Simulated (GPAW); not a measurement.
The system is Ru.

```
CELL_PARAMETERS angstrom
2.70580 0.00000 0.00000
-1.35290 2.34329 0.00000
0.00000 0.00000 4.28190
ATOMIC_POSITIONS crystal
Ru 0.66667 0.33333 0.75000
Ru 0.33333 0.66667 0.25000
```

| Item | Value |
| --- | --- |
| Program | GPAW 26.7.0 |
| Task | relaxation of cell and atoms |
| Functional | PBEsol |
| Dispersion | D3(BJ) |
| Potentials or basis | PAW data sets generated in the run's folder for this functional |
| Cutoff | 600 eV |
| Basis | pw |
| k mesh | 8 × 8 × 5 |
| Occupations | fermi-dirac, width 0.05 eV |
| Spin | no spin polarisation |

At the start: pressure -14.5 GPa; volume 13.57 Å³/atom.

**Question.** How do energy, volume and symmetry change on relaxing?

**Answer.** Over 3 steps the energy falls by 26.5 meV/atom and the volume is 12.98 Å³/atom (-4.4 %); space group P6_3/mmc (No. 194, to 0.05 Å).

Step by step:
```
step  energy change (eV)  largest force (eV/Å)  pressure (GPa)  volume (Å³)
   1              0.0000                0.0001          -14.52        27.15
   2             -0.0449                0.0001           -6.20        26.44
   3             -0.0530                0.0002            0.41        25.95
```

Final structure:
```
CELL_PARAMETERS angstrom
2.66627 0.00000 0.00000
-1.33314 2.30906 0.00000
0.00000 0.00000 4.21526
ATOMIC_POSITIONS crystal
Ru 0.66667 0.33333 0.75000
Ru 0.33333 0.66667 0.25000
```

Caveat: later steps reuse the first step's grids; pairwise dispersion overbinds metals, which lowers pressure and volume.
